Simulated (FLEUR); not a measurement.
## Magnetic state of 1 ML Cr on Rh(001), 1 substrate layers from several starts

Aim: find out whether 1 ML Cr on Rh(001), 1 substrate layers carries moments, and which collinear order costs least.

Method: PBE; all-electron FLAPW film, Dirac cores, scalar-relativistic bands, in FLEUR MaX-R8.1.

### 1. The starting structure

The cell holds 2 atoms: 1 Rh and 1 Cr. Its edges and angles: a = 2.684 Å, b = 2.684 Å, c = 15.809 Å, α = 90.0°, β = 90.0°, γ = 90.0°. Pseudomorphic film on a typed substrate lattice, hard-sphere layer spacings, unrelaxed. Vacuum lies along c.

### 2. Start 1: ferro +

The parallel start is the test of whether parallel moments hold.

inpgen writes inp.xml from crystal.txt; cutoffs, mixing, functional, smearing and local orbitals are then set in the file. The k list default-1 (kpts.xml, not shown) is a Γ-centred 10×10×1 mesh; where the ranks do not divide the number of points, some are split in two of half the weight.

The input, inp.xml:

```
<?xml version="1.0" encoding="UTF-8" standalone="no"?>
<fleurInput fleurInputVersion="0.39">
   <comment>
      CrRh
   </comment>
   <calculationSetup>
      <cutoffs Kmax="3.6" Gmax="10.8" GmaxXC="10.8" numbands="0"/>
      <scfLoop itmax="120" minDistance="0.00002" maxIterBroyd="15" imix="Anderson" alpha="0.03" precondParam="0.0" spinf="2.0" sdNocoIR="T"/>
      <coreElectrons ctail="T" frcor="F" kcrel="0" coretail_lmax="0"/>
      <xcFunctional name="pbe" relativisticCorrections="F"/>
      <magnetism jspins="2"/>
      <soc l_soc="F" theta="0.0" phi="0.0" spav="F"/>
      <expertModes spex="0" secvar="F"/>
      <geometryOptimization l_f="F" forcealpha="1.0" forcemix="BFGS" epsdisp="0.00001" epsforce="0.00001"/>
      <ldaU l_linMix="F" mixParam="0.05" spinf="1.0"/>
   </calculationSetup>
   <cell>
      <bzIntegration valenceElectrons="29.0" mode="hist" fermiSmearingEnergy="0.00110248">
         <kPointListSelection listName="default-1"/>
         <xi:include xmlns:xi="http://www.w3.org/2001/XInclude" href="kpts.xml"> </xi:include>
      </bzIntegration>
      <xi:include xmlns:xi="http://www.w3.org/2001/XInclude" href="sym.xml"> </xi:include>
      <filmLattice scale="1.0" dVac="8.92" dTilda="11.42">
         <bravaisMatrixFilm>
            <row-1>    5.0719587780120392     0.0000000000000000</row-1>
            <row-2>    0.0000000000000000     5.0719587780120392</row-2>
         </bravaisMatrixFilm>
         <vacuumEnergyParameters vacuum="1" spinUp="-.25" spinDown="-.25"/>
         <vacuumEnergyParameters vacuum="2" spinUp="-.25" spinDown="-.25"/>
      </filmLattice>
   </cell>
   <atomSpecies>
      <species name="Rhodium (Rh)" element="Rh" atomicNumber="45">
         <mtSphere radius="2.35" gridPoints="777" logIncrement="0.016"/>
         <atomicCutoffs lmax="8" lnonsphr="6"/>
         <electronConfig flipSpins="F">
            <coreConfig>(1s1/2) (2s1/2) (2p1/2) (2p3/2) (3s1/2) (3p1/2) (3p3/2) (4s1/2) (3d3/2) (3d5/2)</coreConfig>
            <valenceConfig>(4p1/2) (4p3/2) (5s1/2) (4d3/2) (4d5/2)</valenceConfig>
            <stateOccupation state="(5s1/2)" spinUp="0.500000" spinDown="0.500000"/>
            <stateOccupation state="(4d3/2)" spinUp="1.600000" spinDown="1.600000"/>
            <stateOccupation state="(4d5/2)" spinUp="2.400000" spinDown="2.400000"/>
         </electronConfig>
         <energyParameters s="5" p="5" d="4" f="4"/>
         <lo type="SCLO" l="1" n="4" eDeriv="0"/>
      </species>
      <species name="Chromium (2.500" element="Cr" atomicNumber="24">
         <mtSphere radius="2.35" gridPoints="777" logIncrement="0.016"/>
         <atomicCutoffs lmax="8" lnonsphr="6"/>
         <electronConfig flipSpins="F">
            <coreConfig>(1s1/2) (2s1/2) (2p1/2) (2p3/2)</coreConfig>
            <valenceConfig>(3s1/2) (3p1/2) (3p3/2) (4s1/2) (3d3/2) (3d5/2)</valenceConfig>
            <stateOccupation state="(4s1/2)" spinUp="0.5" spinDown="0.5"/>
            <stateOccupation state="(3d3/2)" spinUp="1.0" spinDown="1.0"/>
            <stateOccupation state="(3d5/2)" spinUp="2.75" spinDown="0.25"/>
         </electronConfig>
         <energyParameters s="4" p="4" d="3" f="4"/>
         <lo type="SCLO" l="0" n="3" eDeriv="0"/>
         <lo type="SCLO" l="1" n="3" eDeriv="0"/>
      </species>
   </atomSpecies>
   <atomGroups>
      <atomGroup species="Rhodium (Rh)">
         <filmPos label="                   1">.0000000000 .0000000000 -1.7093837303</filmPos>
         <force calculate="T" relaxXYZ="TTT"/>
      </atomGroup>
      <atomGroup species="Chromium (2.500">
         <filmPos label="                   2">1.000/2.000 1.000/2.000 1.7093837303</filmPos>
         <force calculate="T" relaxXYZ="TTT"/>
      </atomGroup>
   </atomGroups>
   <output dos="F" band="F" slice="F">
      <bandDOS minEnergy="-.5*Htr" maxEnergy="0.5*Htr" sigma="0.015" storeEVData="T"/>
      <plotting iplot="0" polar="F">
         <plot TwoD="T" vec1="  1.0  0.0  0.0" vec2="  0.0  1.0  0.0" vec3="  0.0  0.0  1.0" zero="  0.0  0.0 -0.5" file="plot"/>
      </plotting>
      <moessbauerParams electricFieldGradient="F" isomerShift="F" coreHyperfine="F" valenceHyperfine="F"/>
   </output>
</fleurInput>
```

The input, crystal.txt:

```
CrRh
&input film=T cartesian=F /
2.68396500000  0.00000000000  0.00000000000
0.00000000000  2.68396500000  0.00000000000
0.00000000000  0.00000000000  1.00000000000
1.8897261246
1.0 1.0 1.0

2
45 0.00000000000  0.00000000000  -1.70938373032
24 0.50000000000  0.50000000000  1.70938373032 : 2.500

&kpt div1=10 div2=10 div3=1 gamma=T /
```

Launch:

```
OMP_NUM_THREADS=1 inpgen -f crystal.txt > inpgen.log  # inp.xml is then edited as shown
OMP_NUM_THREADS=1 mpirun -n 4 fleur_MPI > fleur.log
```

The log of the run:

```text
Welcome to FLEUR        (www.flapw.de)
      MaX-Release 8.1          (www.max-centre.eu)

 ========== k-point set info ==========
 Selected k-point list: default-1
 k-point list type: mesh
 0 x 0 x 0
 Number of k points: 24

 ------------Calculation Setup---------------------------
 Number of MPI-tasks      :            4
 Number of PE/node        :            4
 Number of OMP-threads    :            1
 k-points in parallel     :            4
 pe's per k-point         :            1
 No of k-point loops      :            6
 Eigenvalue solver        :       lapack
 Number of basis functions:          254
 Approximate size of matrices (H+S) per k-point:         0.002 GB
 --------------------------------------------------------
 Iteration:     1   Distance:      31.80577622 me/bohr^3
 Iteration:     2   Distance:      21.71933189 me/bohr^3
 Iteration:     3   Distance:      17.16074711 me/bohr^3
 Iteration:     4   Distance:      12.94926312 me/bohr^3
 Iteration:     5   Distance:       6.49998908 me/bohr^3
 Iteration:     6   Distance:       6.91214272 me/bohr^3
 Iteration:     7   Distance:       5.55863189 me/bohr^3
 Iteration:     8   Distance:       6.12998521 me/bohr^3
 Iteration:     9   Distance:       7.31515201 me/bohr^3
 Iteration:    10   Distance:       7.46520727 me/bohr^3
[... 31 iterations left out ...]
 Iteration:    42   Distance:       0.00088322 me/bohr^3
 Iteration:    43   Distance:       0.00041300 me/bohr^3
 Iteration:    44   Distance:       0.00035951 me/bohr^3
 Iteration:    45   Distance:       0.00035581 me/bohr^3
 Iteration:    46   Distance:       0.00019302 me/bohr^3
 Iteration:    47   Distance:       0.00011183 me/bohr^3
 Iteration:    48   Distance:       0.00004546 me/bohr^3
 Iteration:    49   Distance:       0.00003648 me/bohr^3
 Iteration:    50   Distance:       0.00002954 me/bohr^3
 Iteration:    51   Distance:       0.00001698 me/bohr^3

 ********************************************************************
 Run finished successfully
 Stop message:
   all done
 ********************************************************************

--- out.xml (last complete iteration) ---
<iteration numberForCurrentRun="   51" overallNumber="   51">
         [... left out ...]
         <bandgap value="0.0297290592" units="eV"/>
         <sumValenceSingleParticleEnergies value="-30.3044426067" units="Htr"/>
         <FermiEnergy value="-0.1468183602" units="Htr"/>
         <valenceDensity>
            <mtCharges spin="1">
               <mtCharge atomType="1" total="6.6588149" s="0.1541920" p="3.0778165" d="3.4090470" f="0.0138667"/>
               <mtCharge atomType="2" total="7.9102309" s="1.1777014" p="3.1436141" d="3.5718035" f="0.0129632"/>
            </mtCharges>
            <mtCharges spin="2">
               <mtCharge atomType="1" total="6.6766133" s="0.1665005" p="3.0666328" d="3.4313505" f="0.0098493"/>
               <mtCharge atomType="2" total="4.6649756" s="1.1342953" p="3.0720079" d="0.4466223" f="0.0091000"/>
            </mtCharges>
            <spinDependentCharge spin="1" total="16.4024275" interstitial="1.6404037" mtSpheres="14.5690458" vacuum1="0.1195292" vacuum2="0.0734488"/>
            <spinDependentCharge spin="2" total="12.5975727" interstitial="1.1893449" mtSpheres="11.3415889" vacuum1="0.0171916" vacuum2="0.0494473"/>
            <totalCharge value="29.0000002585"/>
         </valenceDensity>
         [... left out ...]
         <allElectronCharges>
            <spinDependentCharge spin="1" total="36.4024275" interstitial="1.6421154" mtSpheres="34.5673251" vacuum1="0.1195292" vacuum2="0.0734578"/>
            <spinDependentCharge spin="2" total="32.5975727" interstitial="1.1910617" mtSpheres="31.3398630" vacuum1="0.0171916" vacuum2="0.0494565"/>
            <totalCharge value="69.0000002260"/>
         </allElectronCharges>
         <magneticMomentsInMTSpheres units="muBohr">
            <globalMagMoment atomType="1" vec="0.00000   0.00000  -0.01779"/>
            <localMagMoment atomType="1" vec="0.00000   0.00000  -0.01779"/>
            <globalMagMoment atomType="2" vec="0.00000   0.00000   3.24526"/>
            <localMagMoment atomType="2" vec="0.00000   0.00000   3.24526"/>
         </magneticMomentsInMTSpheres>
         <moessbauerParams unitsHFF="kG" unitsIS="e/bohr^3" unitsEFG="Htr/bohr^2">
         </moessbauerParams>
         <totalEnergy value="    -5836.0687645299" units="Htr">
            <sumOfEigenvalues value="    -3500.2312774235">
               <coreElectrons value="-3469.9268348168"/>
               <valenceElectrons value="-30.3044426067"/>
            </sumOfEigenvalues>
            <densityCoulombPotentialIntegral value="-9306.9734327435"/>
            <densityEffectivePotentialIntegral value="-9551.5018814184"/>
            <chargeDenXCDenIntegral value="-187.7712640712"/>
            <FockExchangeEnergyValence value="0.0000000000"/>
            <FockExchangeEnergyCore value="0.0000000000"/>
            <atomTypeDependentContributions atomType="1">
               <electronNucleiInteractionDifferentMTs value="5780.3119683327"/>
               <MadelungTerm value="-11.8232140369"/>
            </atomTypeDependentContributions>
            <atomTypeDependentContributions atomType="2">
               <electronNucleiInteractionDifferentMTs value="1249.1708381793"/>
               <MadelungTerm value="-4.7753675330"/>
            </atomTypeDependentContributions>
            <tkbTimesEntropy value="0.0002293544"/>
            <freeEnergy value="-5836.0689938843"/>
            <extrapolationTo0K value="-5836.0688792071"/>
         </totalEnergy>
         <densityConvergence units="me/bohr^3">
            <chargeDensity spin="1" distance="0.0000099086"/>
            <chargeDensity spin="2" distance="0.0000110093"/>
            <overallChargeDensity distance="0.0000122651"/>
            <spinDensity distance="0.0000169805"/>
         </densityConvergence>
      </iteration>
```

The job ended after 40 s (4 MPI ranks of AMD EPYC 9R45, shared host; peak memory 0.29 GiB; 2.6 min of CPU time).

This step gave:

```yaml
free_energy: -158807.5276 eV
program_s_band_gap_on_this_mesh_in_a_metal_only_a_level_spacing: 0.02973 eV
magnetization: 3.805 μB
final_state: ferromagnetic
largest_moment: 3.245 μB
```

After 51 cycles the largest moment stands at 3.25 μB.

### 3. Run 2 (antiferro q=(1/2,1/2,0) +-)

Another pattern of signs weighs the neighbour shells otherwise.

The cell is doubled to 4 atoms to hold this order. The mesh is halved along the doubled vector, so that both cells sample the same points. The k list default-1 (kpts.xml, not shown) is a Γ-centred 5×10×1 mesh.

inp.xml, as its differences from that of step 2:

```diff
@@ -17,3 +17,3 @@
    <cell>
-      <bzIntegration valenceElectrons="29.0" mode="hist" fermiSmearingEnergy="0.00110248">
+      <bzIntegration valenceElectrons="58.0" mode="hist" fermiSmearingEnergy="0.00110248">
          <kPointListSelection listName="default-1"/>
@@ -24,4 +24,4 @@
          <bravaisMatrixFilm>
-            <row-1>    5.0719587780120392     0.0000000000000000</row-1>
-            <row-2>    0.0000000000000000     5.0719587780120392</row-2>
+            <row-1>   10.1439175560240784     0.0000000000000000</row-1>
+            <row-2>    5.0719587780120392     5.0719587780120392</row-2>
          </bravaisMatrixFilm>
@@ -59,2 +59,16 @@
       </species>
+      <species name="Chromium (-2.500" element="Cr" atomicNumber="24">
+         <mtSphere radius="2.35" gridPoints="777" logIncrement="0.016"/>
+         <atomicCutoffs lmax="8" lnonsphr="6"/>
+         <electronConfig flipSpins="F">
+            <coreConfig>(1s1/2) (2s1/2) (2p1/2) (2p3/2)</coreConfig>
+            <valenceConfig>(3s1/2) (3p1/2) (3p3/2) (4s1/2) (3d3/2) (3d5/2)</valenceConfig>
+            <stateOccupation state="(4s1/2)" spinUp="0.5" spinDown="0.5"/>
+            <stateOccupation state="(3d3/2)" spinUp="1.0" spinDown="1.0"/>
+            <stateOccupation state="(3d5/2)" spinUp="0.25" spinDown="2.75"/>
+         </electronConfig>
+         <energyParameters s="4" p="4" d="3" f="4"/>
+         <lo type="SCLO" l="0" n="3" eDeriv="0"/>
+         <lo type="SCLO" l="1" n="3" eDeriv="0"/>
+      </species>
    </atomSpecies>
@@ -63,2 +77,3 @@
          <filmPos label="                   1">.0000000000 .0000000000 -1.7093837303</filmPos>
+         <filmPos label="                   2">1.000/2.000 .0000000000 -1.7093837303</filmPos>
          <force calculate="T" relaxXYZ="TTT"/>
@@ -66,3 +81,7 @@
       <atomGroup species="Chromium (2.500">
-         <filmPos label="                   2">1.000/2.000 1.000/2.000 1.7093837303</filmPos>
+         <filmPos label="                   3">.0000000000 1.000/2.000 1.7093837303</filmPos>
+         <force calculate="T" relaxXYZ="TTT"/>
+      </atomGroup>
+      <atomGroup species="Chromium (-2.500">
+         <filmPos label="                   4">1.000/2.000 1.000/2.000 1.7093837303</filmPos>
          <force calculate="T" relaxXYZ="TTT"/>
```

The input, crystal.txt:

```
CrRh
&input film=T cartesian=F /
5.36793000000  0.00000000000  0.00000000000
2.68396500000  2.68396500000  0.00000000000
0.00000000000  0.00000000000  1.00000000000
1.8897261246
1.0 1.0 1.0

4
45 0.00000000000  0.00000000000  -1.70938373032
45 0.50000000000  0.00000000000  -1.70938373032
24 0.00000000000  0.50000000000  1.70938373032 : 2.500
24 0.50000000000  0.50000000000  1.70938373032 : -2.500

&kpt div1=5 div2=10 div3=1 gamma=T /
```

The log of the run:

```text
[banner, memory and clock lines left out]
Welcome to FLEUR        (www.flapw.de)
      MaX-Release 8.1          (www.max-centre.eu)

 ========== k-point set info ==========
 Selected k-point list: default-1
 k-point list type: mesh
 0 x 0 x 0
 Number of k points: 20

 ------------Calculation Setup---------------------------
 Number of PE/node        :            4
 Number of OMP-threads    :            1
 k-points in parallel     :            4
 pe's per k-point         :            1
 No of k-point loops      :            5
 Eigenvalue solver        :       lapack
 Number of basis functions:          508
 Approximate size of matrices (H+S) per k-point:         0.008 GB
 Iteration:     1   Distance:      31.22533296 me/bohr^3
 Iteration:     2   Distance:      21.14443434 me/bohr^3
 Iteration:     3   Distance:      17.48027251 me/bohr^3
 Iteration:     4   Distance:       9.50133513 me/bohr^3
 Iteration:     5   Distance:       8.50751479 me/bohr^3
 Iteration:     6   Distance:       6.79788467 me/bohr^3
 Iteration:     7   Distance:       4.95464793 me/bohr^3
 Iteration:     8   Distance:       6.30240989 me/bohr^3
 Iteration:     9   Distance:       6.53393373 me/bohr^3
 Iteration:    10   Distance:       6.42292991 me/bohr^3
[... 20 iterations left out ...]
 Iteration:    31   Distance:       0.00095704 me/bohr^3
 Iteration:    32   Distance:       0.00052091 me/bohr^3
 Iteration:    33   Distance:       0.00043433 me/bohr^3
 Iteration:    34   Distance:       0.00039451 me/bohr^3
 Iteration:    35   Distance:       0.00032966 me/bohr^3
 Iteration:    36   Distance:       0.00011087 me/bohr^3
 Iteration:    37   Distance:       0.00006633 me/bohr^3
 Iteration:    38   Distance:       0.00005927 me/bohr^3
 Iteration:    39   Distance:       0.00002854 me/bohr^3
 Iteration:    40   Distance:       0.00001238 me/bohr^3

 ********************************************************************
 Run finished successfully
 Stop message:
   all done
 ********************************************************************

--- out.xml (last complete iteration) ---
<iteration numberForCurrentRun="   40" overallNumber="   40">
         [... left out ...]
         <bandgap value="0.0043176924" units="eV"/>
         <sumValenceSingleParticleEnergies value="-61.4826094711" units="Htr"/>
         <FermiEnergy value="-0.1693576949" units="Htr"/>
         <valenceDensity>
            <mtCharges spin="1">
               <mtCharge atomType="1" total="6.6714574" s="0.1611209" p="3.0671284" d="3.4281731" f="0.0118396"/>
               <mtCharge atomType="2" total="7.6942352" s="1.1725688" p="3.1066498" d="3.4024577" f="0.0094184"/>
               <mtCharge atomType="3" total="4.8650726" s="1.1353767" p="3.1002892" d="0.6130807" f="0.0123620"/>
            </mtCharges>
            <mtCharges spin="2">
               <mtCharge atomType="1" total="6.6714609" s="0.1611213" p="3.0671289" d="3.4281756" f="0.0118396"/>
               <mtCharge atomType="2" total="4.8650749" s="1.1353769" p="3.1002894" d="0.6130827" f="0.0123620"/>
               <mtCharge atomType="3" total="7.6942373" s="1.1725687" p="3.1066500" d="3.4024597" f="0.0094185"/>
            </mtCharges>
            <spinDependentCharge spin="1" total="28.9999915" interstitial="2.8422460" mtSpheres="25.9022227" vacuum1="0.1354048" vacuum2="0.1201180"/>
            <spinDependentCharge spin="2" total="29.0000090" interstitial="2.8422515" mtSpheres="25.9022341" vacuum1="0.1354053" vacuum2="0.1201182"/>
            <totalCharge value="58.0000005257"/>
         </valenceDensity>
         [... left out ...]
         <magneticMomentsInMTSpheres units="muBohr">
            <globalMagMoment atomType="1" vec="0.00000   0.00000   0.00000"/>
            <localMagMoment atomType="1" vec="0.00000   0.00000   0.00000"/>
            <globalMagMoment atomType="2" vec="0.00000   0.00000   2.82916"/>
            <localMagMoment atomType="2" vec="0.00000   0.00000   2.82916"/>
            <globalMagMoment atomType="3" vec="0.00000   0.00000  -2.82916"/>
            <localMagMoment atomType="3" vec="0.00000   0.00000  -2.82916"/>
         </magneticMomentsInMTSpheres>
         [... left out ...]
         <totalEnergy value="   -11672.1523344010" units="Htr">
            <sumOfEigenvalues value="    -7002.7095511240">
               <coreElectrons value="-6941.2269416529"/>
               <valenceElectrons value="-61.4826094711"/>
            </sumOfEigenvalues>
            <densityCoulombPotentialIntegral value="-18616.0743698764"/>
            <densityEffectivePotentialIntegral value="-19105.0272286810"/>
            <chargeDenXCDenIntegral value="-375.4688907532"/>
            <FockExchangeEnergyValence value="0.0000000000"/>
            <FockExchangeEnergyCore value="0.0000000000"/>
         [... left out ...]
            <tkbTimesEntropy value="0.0009195675"/>
            <freeEnergy value="-11672.1532539685"/>
            <extrapolationTo0K value="-11672.1527941847"/>
         </totalEnergy>
         <densityConvergence units="me/bohr^3">
            <chargeDensity spin="1" distance="0.0000075635"/>
            <chargeDensity spin="2" distance="0.0000075210"/>
            <overallChargeDensity distance="0.0000123774"/>
            <spinDensity distance="0.0000086223"/>
         </densityConvergence>
      </iteration>
```

Elapsed: 84 s, on 4 MPI ranks; peak memory 0.54 GiB; 5.6 min of CPU time.

Spin moment in the muffin-tin sphere by atom:

```tsv
atom	spin moment in the muffin-tin sphere (μB)
Rh1	0.00
Rh2	0.00
Cr3	2.83
Cr4	-2.83
```

Numbers from this step:

```yaml
free_energy: -317615.4705 eV
program_s_band_gap_on_this_mesh_in_a_metal_only_a_level_spacing: 0.004318 eV
magnetization: 0 μB
final_state: antiferromagnetic
```

It lies 208 meV a seeded atom under the first start, and its largest moment is 2.83 μB against 3.25 μB.

(Continued in part 2 of 3.)

[Logs and program files are shortened in this print: banners, set-up blocks, solver, clock and traceback lines can be left out without a mark of their own.]

[Logs are printed without paths, hosts, clocks, repeated set-up lines and the standing remarks that a program may print on its own settings, such as how far it seeks lower states.]

[Hosts, paths, dates, database ids (printed as entryN), source tags and the programs' standing remarks are cut or masked in the printed files.]

[Where a cell is said to come from a database of computed structures, the database is the Materials Project.]
